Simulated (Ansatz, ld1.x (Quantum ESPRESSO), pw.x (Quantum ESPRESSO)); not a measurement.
## pw.x on bcc Si: one setting changed

Potential: norm-conserving Troullier–Martins (Kleinman–Bylander form), ld1.x (Quantum ESPRESSO) 7.5, PBE; core [Ne], reference 3s2 3p0; waves: 3p (bound, empty): rc 1.60 bohr; 3d channel at 0.05 Ry: rc 1.70 bohr; 3s (bound): rc 1.55 bohr; local part: the s channel; core correction: none.

The reference run (k-mesh 15³, cutoffs 50/200 Ry, Fermi–Dirac 0.01 Ry, mixing_beta 0.4, conv_thr 1e-9, no spin) gives 0.92 GPa at 14.593 Å³/atom, where all-electron LAPW gives 0.35 GPa. This run, with its own iteration cap, changes k-mesh shift to 1.

```
&control
  calculation='scf', prefix='x', pseudo_dir='./', outdir='./tmp', tstress=.true., disk_io='none'
/
&system
  ibrav=0, nat=1, ntyp=1, ecutwfc=50, ecutrho=200, nbnd=9,
  occupations='smearing', smearing='fd', degauss=0.01
/
&electrons
  conv_thr=1e-09, mixing_beta=0.4, electron_maxstep=70
/
ATOMIC_SPECIES
Si 1.0 Si.UPF
CELL_PARAMETERS angstrom
  -1.53943562 1.53943562 1.53943562
  1.53943562 -1.53943562 1.53943562
  1.53943562 1.53943562 -1.53943562
ATOMIC_POSITIONS crystal
Si 0.0000 0.0000 0.0000
K_POINTS automatic
15 15 15 1 1 1
```

```bash
pw.x < Si.scf.in > Si.scf.out
```

Q: How does the run end?

A: It converges in 8 iterations; the free energy moves by +7.6 meV/atom and the pressure by +0.16 GPa.

```
Message from routine setup:
     using ibrav=0 with symmetry is DISCOURAGED, use correct ibrav instead
     lattice parameter (alat)  =       5.0387  a.u.
     unit-cell volume          =      98.4784 (a.u.)^3
     number of electrons       =         4.00
     number of Kohn-Sham states=            9
     kinetic-energy cutoff     =      50.0000  Ry
     charge density cutoff     =     200.0000  Ry
     scf convergence threshold =      1.0E-09
     Exchange-correlation= PBE
     number of k points=   120  Fermi-Dirac smearing, width (Ry)=  0.0100
     iteration #  1     ecut=    50.00 Ry     beta= 0.40
     total energy              =      -7.85805936 Ry
     estimated scf accuracy    <       0.14094579 Ry
     iteration #  2     ecut=    50.00 Ry     beta= 0.40
     total energy              =      -7.84512111 Ry
     estimated scf accuracy    <       0.04689001 Ry
     iteration #  3     ecut=    50.00 Ry     beta= 0.40
     total energy              =      -7.84668678 Ry
     estimated scf accuracy    <       0.00010813 Ry
     iteration #  4     ecut=    50.00 Ry     beta= 0.40
     total energy              =      -7.84673528 Ry
     estimated scf accuracy    <       0.00000407 Ry
     iteration #  5     ecut=    50.00 Ry     beta= 0.40
     total energy              =      -7.84673538 Ry
     estimated scf accuracy    <       0.00000134 Ry
     iteration #  6     ecut=    50.00 Ry     beta= 0.40
     total energy              =      -7.84673542 Ry
     estimated scf accuracy    <       0.00000001 Ry
     iteration #  7     ecut=    50.00 Ry     beta= 0.40
     total energy              =      -7.84673543 Ry
     estimated scf accuracy    <          1.6E-09 Ry
     iteration #  8     ecut=    50.00 Ry     beta= 0.40
     the Fermi energy is    10.5179 ev
!    total energy              =      -7.84673543 Ry
     estimated scf accuracy    <          1.3E-11 Ry
     smearing contrib. (-TS)   =      -0.00212039 Ry
     The total energy is F=E-TS. E is the sum of the following terms:
     one-electron contribution =       4.57110489 Ry
     hartree contribution      =       0.02942793 Ry
     xc contribution           =      -2.43732735 Ry
     ewald contribution        =     -10.00782050 Ry
     convergence has been achieved in   8 iterations
          total   stress  (Ry/bohr**3)                   (kbar)     P=       10.84
     Message from routine punch:
     Nothing written, as per user request (disk_io='none')
```

The run took about 8.1 s on one core of a shared host (Neoverse-V1, 32 threads, 247 GiB, load 13).
